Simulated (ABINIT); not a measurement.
# MgS in ABINIT: the effect of functional

MgS:

```
S Mg
1.0
     4.03462    0.00000    0.00000
    -2.01731    3.49409    0.00000
     0.00000    0.00000    6.43229
S Mg
2 2
Direct
  0.66667 0.33333 0.87924
  0.33333 0.66667 0.37924
  0.33333 0.66667 0.99575
  0.66667 0.33333 0.49575
```

The cell comes from a database or a generator and needn't be the stable form of this composition.

Alike in all runs:

```yaml
Program: ABINIT 10.8.3 (patched build)
Task: band structure
k_mesh: 8 × 8 × 4
Occupations: fermi-dirac, width 0.05 eV
Spin: no spin polarisation
```

```tsv
functional	potentials or basis	cutoff	gap on the mesh (eV)	pressure (GPa)
LDA	JTH PAW LDA v2.0	544 eV	3.14	-2.1
PBEsol	JTH PAW PBE v2.0	544 eV	3.27	-0.4
r2SCAN	JTH PAW PBE v2.0	653 eV	?	?
```

**Question.** What does the run with functional r2SCAN give?

**Answer.** gap on the mesh 4.11 eV; pressure 0.2 GPa.

Caveats: the PAW data sets were made with another functional, which shifts forces and pressure a little (some runs).

